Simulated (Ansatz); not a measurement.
An element in the bcc structure gives these cold pressures by all-electron LAPW under PBE (Ansatz 0.2.0, scalar-relativistic, no spin polarisation).

```
V (Å³/atom)  P (GPa)
      31.49    -0.04
      28.34     3.63
      25.19    10.63
      22.04     24.5
      18.89     53.9
      15.75    121.4
      12.60    295.2
```

Which element is it?

Tl. Its zero-pressure volume in this structure is near 31.5 Å³/atom; the volume and the steepness of P(V) together point to it, though neighbours can come close. Other candidates weren't computed, and some may come near.
